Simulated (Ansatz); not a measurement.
**Hf2Si: how settings move the results**

The task here is to estimate one member of a computed series from the others.

Program: Ansatz 0.2.0. Level of theory: DFT r2SCAN, scalar-relativistic, plane waves, PAW. These are calculated values, not measurements.

3 further runs of the same task are left out: 2 for a known fault of the program, 1 set aside as unsound or not needed. Runs told in other sessions of the task aren't counted.

## Starting point

It takes space group I4/mcm (No. 140, tetragonal). Conventional cell: a = 6.551 Å, b = 6.551 Å, c = 5.166 Å, α = 90.00°, β = 90.00°, γ = 90.00°. Around Hf (site symmetry m2m) lie 4 Si at 2.79 Å and 3 Hf at 2.90 to 3.11 Å. Si (site symmetry 422) is surrounded by 2 Si at 2.58 Å and 8 Hf at 2.79 Å.

Structure file:

```
Hf Si
1.0
    -3.27535    3.27535    2.58282
     3.27535   -3.27535    2.58282
     3.27535    3.27535   -2.58282
Hf Si
4 2
Direct
  0.84351 0.65649 0.50000
  0.34351 0.84351 0.18703
  0.15649 0.34351 0.50000
  0.65649 0.15649 0.81297
  0.75000 0.75000 0.00000
  0.25000 0.25000 0.00000
```

The structure comes from the Materials Project (structure only); it is used as listed.

## The base input

input.yaml

```yaml
crystal:
  lattice:
    - [-3.275352224, 3.275352224, 2.582823393]
    - [3.275352224, -3.275352224, 2.582823393]
    - [3.275352224, 3.275352224, -2.582823393]
  atoms:
    - { symbol: Hf, position: [0.84351362, 0.65648638, 0.5] }
    - { symbol: Hf, position: [0.34351362, 0.84351362, 0.18702724] }
    - { symbol: Hf, position: [0.15648638, 0.34351362, 0.5] }
    - { symbol: Hf, position: [0.65648638, 0.15648638, 0.81297276] }
    - { symbol: Si, position: [0.75, 0.75, 0.0] }
    - { symbol: Si, position: [0.25, 0.25, 0.0] }
basis:
  ecutwfc: 500
kpoints:
  mp_grid: { grid: [10, 10, 10] }
hamiltonian:
  xc: r2scan
scf:
  occupations: { method: gaussian, width: 0.1 }
output:
  forces: true
  stress: true
  eigenvalues: true
  populations: true
```

It was run beforehand and gave: -10702.5202 eV/atom at zero smearing, pressure 0.45 GPa, largest force 0.012 eV/Å, no gap on the mesh, in 8 SCF cycles and 76 s.

Set-up of the first run:

input.yaml

```yaml
crystal:
  lattice:
    - [-3.275352224, 3.275352224, 2.582823393]
    - [3.275352224, -3.275352224, 2.582823393]
    - [3.275352224, 3.275352224, -2.582823393]
  atoms:
    - { symbol: Hf, position: [0.84351362, 0.65648638, 0.5] }
    - { symbol: Hf, position: [0.34351362, 0.84351362, 0.18702724] }
    - { symbol: Hf, position: [0.15648638, 0.34351362, 0.5] }
    - { symbol: Hf, position: [0.65648638, 0.15648638, 0.81297276] }
    - { symbol: Si, position: [0.75, 0.75, 0.0] }
    - { symbol: Si, position: [0.25, 0.25, 0.0] }
basis:
  ecutwfc: 500
kpoints:
  mp_grid: { grid: [1, 1, 1] }
hamiltonian:
  xc: r2scan
scf:
  occupations: { method: gaussian, width: 0.1 }
output:
  forces: true
  stress: true
  eigenvalues: true
```

Command:

```console
> ansatz run input.yaml --threads 1 --pin off --max-ram 2560MiB --backend cpu --events-out ev --progress --plain --runs-dir out
```

Steps of the session up to this table: K-point mesh: 1×1×1; K-point mesh set to 2×2×2; K-point mesh set to 4×4×4; K-point mesh: 6×6×6; K-point mesh set to 8×8×8; K-point mesh: 12×12×12; K-point mesh set to 14×14×14; K-point mesh set to 16×16×16.

One of the session's tables, all rows but one given; the rest of the session is left out.

It belongs to the step «The sweep of the k-point mesh side by side». 

| mesh | ΔE (meV/atom) | largest change of a force component (eV/Å) |
| --- | --- | --- |
| 1×1×1 | ? | ? |
| 2×2×2 | 69.5 | 0.110 |
| 4×4×4 | -3.79 | 0.036 |
| 6×6×6 | -2.81 | 0.006 |
| 8×8×8 | -0.54 | 0.009 |
| 10×10×10 | -0.43 | 0.008 |
| 12×12×12 | -0.04 | 0.004 |
| 14×14×14 | 0.02 | 0.002 |
| 16×16×16 | 0.00 | 0.000 |

Estimate the missing values for 1×1×1.

The run gave: ΔE (meV/atom): -276; largest change of a force component (eV/Å): 1.239. In the column «ΔE (meV/atom)» it is the lowest.

To keep in mind: The error changes sign along the series, since a k mesh isn't variational, and a metal needs dense meshes to resolve its Fermi surface.
